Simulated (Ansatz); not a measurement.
# Two inputs for ZnS with an S vacancy

Cell: a supercell of ZnS (space group P6_3mc) built from a structure deposited in the COD, with the ions relaxed around the defect (PBE).

```
CELL_PARAMETERS angstrom
5.71800 3.30129 0.00000
-5.71800 3.30129 0.00000
0.00000 0.00000 18.68999
ATOMIC_POSITIONS crystal
Zn 0.00012 0.00000 0.99977
Zn 0.33341 0.66664 0.99973
Zn 0.66678 0.33336 0.99973
Zn 0.98055 0.00000 0.50422
Zn 0.33325 0.65123 0.50334
Zn 0.68203 0.34877 0.50334
Zn 0.33378 0.33331 0.16499
Zn 0.66706 0.00000 0.16488
Zn 0.00048 0.66669 0.16499
Zn 0.33361 0.00000 0.66959
Zn 0.66558 0.66595 0.66891
Zn 0.99963 0.33405 0.66891
Zn 0.33431 0.00000 0.32399
Zn 0.66758 0.66686 0.33069
Zn 0.00072 0.33314 0.33069
Zn 0.33311 0.33357 0.83447
Zn 0.66671 0.00000 0.83447
Zn 0.99953 0.66643 0.83447
S 0.00033 0.00000 0.12600
S 0.33371 0.66646 0.12597
S 0.66724 0.33354 0.12597
S 0.00189 0.00000 0.62541
S 0.33296 0.66912 0.62487
S 0.66384 0.33088 0.62487
S 0.33416 0.33369 0.29287
S 0.66790 0.00000 0.29272
S 0.00047 0.66631 0.29287
S 0.33306 0.00000 0.79240
S 0.66646 0.66668 0.79202
S 0.99977 0.33332 0.79202
S 0.66637 0.66636 0.45620
S 0.00001 0.33364 0.45620
S 0.33339 0.33338 0.95883
S 0.66685 0.00000 0.95884
S 0.00001 0.66662 0.95883
```

Sites (sets of like atoms) are named by element and the number of their first atom in this list.

Reference run. Computed with Ansatz: DFT, PBE, plane waves and PAW, scalar-relativistic, collinear spin, 420 eV cutoff, Γ-centred 3×3×1 k-points, Fermi–Dirac smearing 0.01 eV, cell charge +1. Start moments as typed (μB): 0 0 0 0.5 0.5 0.5 0 0 0 0 0 0 0.5 0 0 0 0 0 0 0 0 0 0 0 0 0 0 0 0 0 0 0 0 0 0 by atom.

**Question.** The input is changed as follows: `scf.mixing.preconditioner`: not typed → local_kerker; `hamiltonian.xc`: pbe → r2scan. What happens to V_zz (10²¹ V/m²) and η?

**Answer.** 

```json
{"site": "Zn4", "atom": "4", "V_zz reference": "10.41", "η reference": "0.28", "V_zz changed": "10.33", "η changed": "0.28"}
{"site": "Zn5", "atom": "5", "V_zz reference": "9.91", "η reference": "0.28", "V_zz changed": "9.75", "η changed": "0.28"}
{"site": "Zn7", "atom": "7", "V_zz reference": "2.58", "η reference": "0.04", "V_zz changed": "2.63", "η changed": "0.04"}
{"site": "Zn8", "atom": "8", "V_zz reference": "2.58", "η reference": "0.04", "V_zz changed": "2.63", "η changed": "0.03"}
{"site": "Zn10", "atom": "10", "V_zz reference": "-1.96", "η reference": "0.07", "V_zz changed": "-2.03", "η changed": "0.07"}
{"site": "Zn13", "atom": "13", "V_zz reference": "11.75", "η reference": "0.00", "V_zz changed": "11.80", "η changed": "0.00"}
{"site": "S22", "atom": "22", "V_zz reference": "2.77", "η reference": "0.11", "V_zz changed": "2.72", "η changed": "0.10"}
{"site": "S23", "atom": "23", "V_zz reference": "2.76", "η reference": "0.10", "V_zz changed": "2.70", "η changed": "0.08"}
{"site": "S25", "atom": "25", "V_zz reference": "1.87", "η reference": "0.66", "V_zz changed": "1.83", "η changed": "0.61"}
{"site": "S26", "atom": "26", "V_zz reference": "1.86", "η reference": "0.65", "V_zz changed": "1.81", "η changed": "0.61"}
{"site": "S28", "atom": "28", "V_zz reference": "1.23", "η reference": "0.01", "V_zz changed": "1.16", "η changed": "0.01"}
{"site": "S31", "atom": "31", "V_zz reference": "-2.89", "η reference": "0.08", "V_zz changed": "-2.66", "η changed": "0.06"}
```

The largest change of V_zz is on S31, from -2.89 to -2.66. In per cent, |V_zz| changes by -2 to +2 on Zn, -8 to -2 on S (all sites that start above 2). The table leaves out 11 of the 23 sites, with |V_zz| up to 1.96; their tensors move by 0.05 at most along any direction. The statements above cover all sites. The cutoff that the program takes moves with it, from 420 to 500 eV. The changed run opens a gap. The absolute magnetisation of the cell goes from 0.8 to 1.1 μB. New warnings: stability check not made.

On the reference run: The defect repeats with the cell of 35 atoms, so it feels its images: sites between two images don't show the values beside a lone defect, and zeros or small values of η there can come from the images' arrangement. S and Zn carry a gradient in the pure host already, so the values there aren't the defect's effect alone. The centre was started off its lattice site, so that it could distort. A uniform background compensates the cell's charge. The defect cell has no gap above 0.1 eV on its mesh, so the values can hang on the smearing and the k-mesh.
